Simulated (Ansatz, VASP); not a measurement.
## NaCl: VASP beside Ansatz

The input INCAR:

```
PREC = Accurate
ENCUT = 600
EDIFF = 1E-7
ISMEAR = -1
SIGMA = 0.05
LREAL = F
LASPH = T
NELM = 60
ALGO = Normal
ISIF = 3
LWAVE = F
LCHARG = F
GGA = B5
ALDAX = 1.0
AGGAX = 1.0
AGGAC = 1.0
ALDAC = 0.0
IVDW = 12
VDW_S6 = 1.0
VDW_S8 = 2.6996
VDW_A1 = 0.4298
VDW_A2 = 4.2359
IBRION = 2
NSW = 60
EDIFFG = -0.01
```

Contents of KPOINTS:

```
Automatic mesh
0
Gamma
  8 8 8
```

Contents of POSCAR:

```
NaCl
1.0
    3.5021900000      0.0000000000      0.0000000000
    0.0000000000      3.5021900000      0.0000000000
    0.0000000000      0.0000000000      3.5021900000
Cl Na
1 1
Direct
    0.5000000000      0.5000000000      0.5000000000
    0.0000000000      0.0000000000      0.0000000000
```

input.yaml

```yaml
crystal:
  lattice:
    - [3.50219, 0.0, 0.0]
    - [0.0, 3.50219, 0.0]
    - [0.0, 0.0, 3.50219]
  atoms:
    - { symbol: Cl, position: [0.5, 0.5, 0.5] }
    - { symbol: Na, position: [0.0, 0.0, 0.0] }
hamiltonian:
  xc: blyp
  pseudopotentials: { kind: paw }
  dispersion: d3bj
kpoints:
  mp_grid: { grid: [8, 8, 8] }
scf:
  occupations: { method: fermi_dirac, width: 0.05 }
output:
  forces: true
  stress: true
  eigenvalues: true
  write_density: true
  write_potential: true
  elf: true
  volumetric_format: npy
relax:
  f_tol: 0.01
  max_steps: 40
  cell: { stress_tol: 0.05 }
```

Measurements of this composition are mostly on another form, of space group No. 225.

Alike in both runs: task relaxation of cell and atoms; functional BLYP; dispersion D3(BJ); k mesh 8 × 8 × 8; occupations fermi-dirac, width 0.05 eV; no spin polarisation.

|  | VASP | Ansatz |
| --- | --- | --- |
| version | VASP 6.6.1 | Ansatz 0.2.0 |
| potentials or method | VASP PAW PBE potentials, release 64 (Cl, Na_pv) | Ansatz PAW |
| plane-wave cutoff (eV) | 600 | 420 |
| valence electrons in the cell | 14 | 16 |

```csv
,VASP,Ansatz,Ansatz less VASP
"gap on the k mesh at the Fermi level, each at its own relaxed structure (eV)",4.40,4.36,-0.035
relaxed volume (Å³/atom),19.55,19.62,+0.073
relaxed cell length with the largest relative difference (Å),3.394,3.398,+0.0042
energy change over the relaxation (meV/atom),-16,-16,+0.4
```

The two sets of potentials don't hold the same shells in valence.

Caveats: the PAW data sets were made with another functional, which shifts forces and pressure a little (VASP); the plane-wave basis is chosen anew once the cell has moved, so the energies of steps on either side of that aren't comparable (Ansatz); the PAW data sets come from PBE, with cores solved anew for the run's functional, which leaves a small shift of forces and pressure (Ansatz). A k mesh can miss the band edges.
